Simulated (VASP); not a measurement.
# Sr (Fm-3m) in VASP: further runs

One crystal, Sr, is run at these levels: HSE06, PBE0; tasks: single point.

Program: VASP 6.6.1. These are calculated values, not measurements. Logs are shortened: lines on timing, memory, paths and dates and some standing lists are left out, and cuts for length are marked.

**1. Starting point**

Symmetry: Fm-3m, No. 225, cubic system. Conventional cell: a = 6.022 Å, b = 6.022 Å, c = 6.022 Å, α = 90.00°, β = 90.00°, γ = 90.00°. Around Sr (site symmetry m-3m) lie 12 Sr at 4.26 Å.

**2. Single point, HSE06**

The input, POSCAR:

```
Sr                                      
1.0
    0.0000000000      3.0108223025      3.0108223025
    3.0108223025     -0.0000000000      3.0108223025
    3.0108223025      3.0108223025     -0.0000000000
  Sr            
     1
Direct
     0.0000000000000000    0.0000000000000000    0.0000000000000000
```

The input, INCAR.step1:

```
SYSTEM = Sr
ALGO = Normal ; EDIFF = 1E-5
ENCUT = 450 ; GGA = PE
ISIF = 2 ; ISMEAR = 1
KPAR = 4 ; LASPH = .TRUE.
LCHARG = .FALSE. ; LREAL = .FALSE.
LWAVE = .TRUE. ; NBANDS = 11
NELM = 120 ; PREC = Accurate
SIGMA = 0.1
```

The input, INCAR.step2:

```
SYSTEM = Sr
ALGO = Normal ; EDIFF = 1E-6
ENCUT = 450 ; GGA = PE
HFSCREEN = 0.2 ; ISIF = 2
ISMEAR = 1 ; ISTART = 1
KPAR = 4 ; LASPH = .TRUE.
LCHARG = .FALSE. ; LHFCALC = .TRUE.
LREAL = .FALSE. ; LWAVE = .FALSE.
NBANDS = 11 ; NELM = 120
PREC = Accurate ; PRECFOCK = Fast
SIGMA = 0.1
```

The input, KPOINTS:

```
k-points
0
G
  7 7 7
  0 0 0
```

Potentials or basis: VASP PAW PBE potentials, release 64 (Sr_sv).

Command:

```sh
$ cat potpaw_PBE.64/Sr_sv/POTCAR > POTCAR
$ cp INCAR.step1 INCAR
$ mpirun -np 4 vasp_std > vasp.out
$ cp INCAR.step2 INCAR
$ mpirun -np 4 vasp_std > vasp.out
```

OUTCAR:

```text
SYSTEM = Sr
   EDIFF = 1E-6
   ENCUT = 450
   GGA = PE
   HFSCREEN = 0.2
   ISIF = 2
   ISMEAR = 1
   ISTART = 1
   LASPH = .TRUE.
   LHFCALC = .TRUE.
   LREAL = .FALSE.
   NELM = 120
   PREC = Accurate
   PRECFOCK = Fast

 ion  position               nearest neighbor table
   1  0.000  0.000  0.000-

  LATTYP: Found a face centered cubic cell.
 ALAT       =     6.0216446050

  Lattice vectors:

 A1 = (   0.0000000000,   3.0108223025,   3.0108223025)
 A2 = (   3.0108223025,   0.0000000000,   3.0108223025)
 A3 = (   3.0108223025,   3.0108223025,   0.0000000000)

Analysis of symmetry for initial positions (statically):
=====================================================================
 Subroutine PRICEL returns:
 Original cell was already a primitive cell.

 Routine SETGRP: Setting up the symmetry group for a
 face centered cubic supercell.

 Subroutine GETGRP returns: Found 48 space group operations
 (whereof 48 operations were pure point group operations)
 out of a pool of 48 trial point group operations.

The static configuration has the point symmetry O_h .

Analysis of symmetry for dynamics (positions and initial velocities):
=====================================================================
 Subroutine PRICEL returns:
 Original cell was already a primitive cell.

 Routine SETGRP: Setting up the symmetry group for a
 face centered cubic supercell.

 Subroutine GETGRP returns: Found 48 space group operations
 (whereof 48 operations were pure point group operations)
 out of a pool of 48 trial point group operations.

The dynamic configuration has the point symmetry O_h .

 Subroutine INISYM returns: Found 48 space group operations
 (whereof 48 operations are pure point group operations),
 and found     1 'primitive' translations

----------------------------------------------------------------------------------------

                                     Primitive cell

  volume of cell :      54.5865

  direct lattice vectors                    reciprocal lattice vectors
     0.000000000  3.010822302  3.010822302    -0.166067589  0.166067589  0.166067589
     3.010822302  0.000000000  3.010822302     0.166067589 -0.166067589  0.166067589
     3.010822302  3.010822302  0.000000000     0.166067589  0.166067589 -0.166067589

  length of vectors
     4.257945734  4.257945734  4.257945734     0.287637501  0.287637501  0.287637501

  position of ions in fractional coordinates (direct lattice)
[... 88 lines left out ...]
   EFERMI_NEDOS =   21; number of points for ismear=-14 and -15
   IALGO  =     38    algorithm
   IMIX   =      1    mixing-type and parameters
     AMIX     =   0.40;   BMIX     =  1.00
     AMIX_MAG =   1.60;   BMIX_MAG =  1.00
  volume/ion in A,a.u.               =      54.59       368.37
  Fermi-wavevector in a.u.,A,eV,Ry     =   0.929779  1.757027 11.762085  0.864489
  Thomas-Fermi vector in A             =   2.056098
   LORBIT       =      0    0 simple, 1 ext, 2 COOP (PROOUT), +10 PAW based schemes
   GGA     = PE    functional components
   LHFCALC =     T    Hartree Fock is set to
   PRECFOCK=fast      Normal, Fast or Accurate (Low or Medium for compatibility)
   ENCUT4O =  -1.0   cutoff for four orbital integrals eV
   NKREDX  =     1    reduce k-point grid by
   NKREDY  =     1    reduce k-point grid by
   NKREDZ  =     1    reduce k-point grid by
   AEXX    =    0.2500 exact exchange contribution
   HFSCREEN=    0.2000 screening length (either q_TF or 0.3 A-1)
   HFSCREENC=   0.2000 screening length for correlation (either q_TF or 0.3 A-1)
   ENCUTFOCK=  -1.0 apply spherical cutoff to Coloumb kernel
   IVDW    =     0    specifies the selected vdW correction
   LEPSILON=     F    determine dielectric tensor
   LRPA    =     F    only Hartree local field effects (RPA)
 non-spin polarized calculation
 Methfessel and Paxton  Order N= 1 SIGMA  =   0.10
  energy-cutoff  :      450.00
  volume of cell :       54.59
 maximum number of plane-waves:      1243
 NGX is ok and might be reduce to    30
  NGX = 18; NGY = 18; NGZ = 18

 number of electron      10.0000000 magnetization

 Free energy of the ion-electron system (eV)
  ---------------------------------------------------
  ext. energy  EPLUGINS =         0.00000000
  ---------------------------------------------------
  free energy    TOTEN  =        -1.60371349 eV

  energy without entropy =       -1.60168311  energy(sigma->0) =       -1.60303670

 E-fermi :   1.6804     XC(G=0):  -6.2154

 val. band max:        1.6447422135   @ k =  -0.4286   0.1429   0.0000
 cond. band min:       1.7133976570   @ k =  -0.2857   0.4286   0.1429
 fundamental gap:      0.0686554436
 Fermi energy:         1.6804166844

 k-point     1 :       0.0000    0.0000    0.0000
  band No.  band energies     occupation
      1     -37.9761      2.00000
      2     -18.5614      2.00000
      3     -18.5614      2.00000
      4     -18.5614      2.00000
      5      -2.7062      2.00000
      6       4.5969      0.00000
      7       4.5969      0.00000
      8       4.5969      0.00000
      9       6.1866      0.00000
     10       6.1866      0.00000
     11       9.2609      0.00000
[... 253 lines left out ...]
 k-point    20 :      -0.2857    0.4286    0.1429
  band No.  band energies     occupation
      1     -37.9561      2.00000
      2     -18.7076      2.00000
      3     -18.6959      2.00000
      4     -18.6300      2.00000
      5       1.7134      0.47402
      6       2.2733     -0.00000
      7       2.5758     -0.00000
      8       4.6851      0.00000
      9       6.9279      0.00000
     10       7.1662      0.00000
     11       8.4051      0.00000

------------------------ aborting loop because EDIFF is reached ----------------------------------------

  FORCE on cell =-STRESS in cart. coord.  units (eV):
  Direction    XX          YY          ZZ          XY          YZ          ZX
  --------------------------------------------------------------------------------------
  -------------------------------------------------------------------------------------
  Total        0.2222300      0.2222300      0.2222300      0.0000000      0.0000000      0.0000000
  in kB        6.5227060      6.5227060      6.5227060      0.0000000      0.0000000      0.0000000
  external PRESSURE =       6.5227060 kB  Pullay stress =       0.0000000 kB

 VOLUME and BASIS-vectors are now :
 -----------------------------------------------------------------------------
  energy-cutoff  :      450.00
  volume of cell :       54.59
      direct lattice vectors                 reciprocal lattice vectors
     0.000000000  3.010822302  3.010822302    -0.166067589  0.166067589  0.166067589
     3.010822302  0.000000000  3.010822302     0.166067589 -0.166067589  0.166067589
     3.010822302  3.010822302  0.000000000     0.166067589  0.166067589 -0.166067589

 POSITION                                       TOTAL-FORCE (eV/Angst)
 -----------------------------------------------------------------------------------
      0.00000      0.00000      0.00000         0.000000      0.000000      0.000000
 -----------------------------------------------------------------------------------
    total drift:                               -0.000000     -0.000000      0.000000

  FREE ENERGIE OF THE ION-ELECTRON SYSTEM (eV)
  ---------------------------------------------------
  free  energy   TOTEN  =        -1.6037134899 eV

  energy  without entropy=       -1.6016831149  energy(sigma->0) =       -1.60303670
```

OSZICAR.step1:

```text
N       E                     dE             d eps       ncg     rms          rms(c)
DAV:   1     0.329595871607E+02    0.32960E+02   -0.44709E+03   440   0.702E+02
DAV:   2    -0.289314746401E-01   -0.32989E+02   -0.32571E+02   506   0.144E+02
DAV:   3    -0.159398909717E+01   -0.15651E+01   -0.15539E+01   686   0.224E+01
DAV:   4    -0.163648875776E+01   -0.42500E-01   -0.42450E-01   549   0.358E+00
DAV:   5    -0.163692858266E+01   -0.43982E-03   -0.43981E-03   648   0.316E-01    0.112E+01
DAV:   6    -0.163738993067E+01   -0.46135E-03   -0.62871E-03   497   0.891E-01    0.635E+00
DAV:   7    -0.163763522059E+01   -0.24529E-03   -0.11187E-02   475   0.117E+00    0.275E-01
DAV:   8    -0.163761252337E+01    0.22697E-04   -0.12850E-03   676   0.205E-01    0.629E-02
DAV:   9    -0.163763279552E+01   -0.20272E-04   -0.21453E-05   459   0.338E-02    0.276E-02
DAV:  10    -0.163764314994E+01   -0.10354E-04   -0.45627E-06   304   0.200E-02    0.493E-03
DAV:  11    -0.163764267235E+01    0.47759E-06   -0.38123E-07   250   0.428E-03
   1 F= -.16376427E+01 E0= -.16362826E+01  d E =-.408012E-02
```

Wall time 2 min (4 MPI ranks of Intel Xeon 6975P-C (Granite Rapids), shared host); peak memory 0.28 GiB.

Results:

| Property | Result |
| --- | --- |
| Free energy | -1.6037 eV |
| Pressure | 0.7 GPa |
| Band gap on the k mesh | none (metal or under the smearing width) |

Caveat: the PAW data sets were made with another functional, which shifts forces and pressure a little.

**3. Single point, PBE0**

POSCAR is that of step 2.

INCAR.step1 is that of step 2.

The input, INCAR.step2:

```
SYSTEM = Sr
AEXX = 0.25 ; ALGO = Normal
EDIFF = 1E-6 ; ENCUT = 450
GGA = PE ; HFRCUT = -1
ISIF = 2 ; ISMEAR = 1
ISTART = 1 ; KPAR = 4
LASPH = .TRUE. ; LCHARG = .FALSE.
LHFCALC = .TRUE. ; LREAL = .FALSE.
LWAVE = .FALSE. ; NBANDS = 11
NELM = 120 ; PREC = Accurate
PRECFOCK = Fast ; SIGMA = 0.1
```

KPOINTS is that of step 2.

Potentials or basis: VASP PAW PBE potentials, release 64 (Sr_sv).

Command:

```sh
$ cat potpaw_PBE.64/Sr_sv/POTCAR > POTCAR
$ cp INCAR.step1 INCAR
$ mpirun -np 4 vasp_std > vasp.out
$ cp INCAR.step2 INCAR
$ mpirun -np 4 vasp_std > vasp.out
```

Run time: 2.4 min. Hardware: 4 MPI ranks of Intel Xeon 6975P-C (Granite Rapids), shared host; peak memory 0.18 GiB.

The run converged. Its results:

* Free energy: -1.5859 eV
* Pressure: 0.1 GPa
* Band gap on the k mesh: 0.36 eV, indirect (least direct gap 0.85 eV)

Levels at points of the mesh, in eV from the valence-band top:
| k point | band 2 | band 3 | band 4 | band 5 | band 6 | band 7 | band 8 | band 9 |
| --- | --- | --- | --- | --- | --- | --- | --- | --- |
| (0.00, 0.00, 0.00) | -20.42 | -20.42 | -20.42 | -4.63 | 3.51 | 3.51 | 3.51 | 5.09 |

Caveat: the PAW data sets were made with another functional, which shifts forces and pressure a little; an odd mesh through Γ misses points on the zone boundary, where band edges often lie.
